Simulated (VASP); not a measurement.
Input of a VASP 6.6.1 run:

POSCAR

```
PbS
1.0
    2.0457938007     -5.8182129817      0.0000000000
    2.0457938007      5.8182129817      0.0000000000
    0.0000000000      0.0000000000      4.2233765193
Pb S
2 2
Direct
    0.8739959071      0.1260040929      0.7500000000
    0.1260040929      0.8739959071      0.2500000000
    0.6434210233      0.3565789767      0.7500000000
    0.3565789767      0.6434210233      0.2500000000
```

File INCAR.step1:

```
ALGO = Normal
EDIFF = 1E-4
ENCUT = 520
GGA = PE
ISMEAR = 0
LASPH = True
LCHARG = False
LREAL = False
LWAVE = True
NBANDS = 28
NELM = 100
PREC = Accurate
SIGMA = 0.01
```

Contents of INCAR.step2:

```
ALGO = Normal
EDIFF = 1E-6
ENCUT = 520
ISIF = 2
ISMEAR = 0
ISTART = 1
LASPH = True
LCHARG = False
LMIXTAU = True
LREAL = False
LWAVE = False
METAGGA = R2SCAN
NBANDS = 28
NELM = 100
PREC = Accurate
SIGMA = 0.01
```

File KPOINTS:

```
k-points
0
Gamma
  6 6 6
```

Potentials or basis: VASP PAW PBE potentials, release 64 (Pb_d, S).

The run is started by

```console
$ cat potpaw_PBE.64/Pb_d/POTCAR potpaw_PBE.64/S/POTCAR > POTCAR
$ cp INCAR.step1 INCAR
$ mpirun -np 1 vasp_std > vasp.out
$ cp INCAR.step2 INCAR
$ mpirun -np 1 vasp_std > vasp.out
```

Question: What does it give for the largest force?

Answer: 0.020 eV/Å.

Question: What does it give for the pressure?

Answer: 2.3 GPa.

Question: What does it give for the band gap on the k mesh?

Answer: 1.32 eV, indirect (least direct gap 1.60 eV).

Stress tensor (GPa, compression positive):
```
2.51 0.00 0.00
0.00 1.91 0.00
0.00 0.00 2.57
```

Caveat: the PAW data sets were made with another functional, which shifts forces and pressure a little; spin-orbit coupling is left out, which as a rule narrows the gap of such compounds by several tenths of an eV. A k mesh can miss the band edges.
